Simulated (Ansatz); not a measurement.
Theory: DFT PBE, scalar-relativistic, plane waves, PAW in Ansatz. All cells share a 420 eV cutoff and Γ-centred k meshes spaced at most about 0.3 Å⁻¹ (about 0.25 or finer for metals, 2π included). No spin polarisation.

Temperature and zero-point effects are left out.

Compare these two cells of Mg2B3, each relaxed at this level.

1. Space group P-3m1 (No. 164), trigonal, a = 3.025 Å, c = 7.663 Å. Mg has 4 B at 2.27–2.41 Å and 3 B at 2.71 Å; B on a site of symmetry -3m is surrounded by 6 Mg at 2.41 Å and 6 B at 3.02 Å; B on a site of symmetry 3m has 3 B at 1.76 Å and 1 Mg at 2.27 Å.

2. Space group R-3m (No. 166), trigonal, a = 3.053 Å, c = 21.135 Å. Mg is surrounded by 9 B at 2.46–2.53 Å; B on a site of symmetry -3m has 6 Mg at 2.46 Å; around B on a site of symmetry 3m lie 3 B at 1.76 Å and 6 Mg at 2.51–2.53 Å.

Question: Which would you expect to be lower, and how large is the difference?

Answer: Cell 2 is lower, by 161 meV/atom. Cell 1 has space group P-3m1 (No. 164), 12.1 Å³/atom and no gap on its mesh; cell 2 has space group R-3m (No. 166), 11.4 Å³/atom and no gap. Counting B atoms around Mg (those within 1.25 times the shortest such distance or 1.15 times the sum of covalent radii; a plus sign parts nearer from farther groups), cell 1 has Mg 4+3 and cell 2 has Mg 9. Cell 1 and cell 2 both hold B–B nets. The denser one is the lower, and pressure would at first widen the difference. Even the lower one lies +0.33 eV/atom against the reference forms of the elements (uncorrected), so neither is stable at this level. Both come from invented guesses. The lowest form computed isn't among them: it has space group P4_2/mcm (No. 132), 14.1 Å³/atom and lies 115 meV/atom below the best shown.

Cells relaxed within their symmetry can be saddle points. Some candidate types were left out of the draw beforehand, so a known form may be missing.
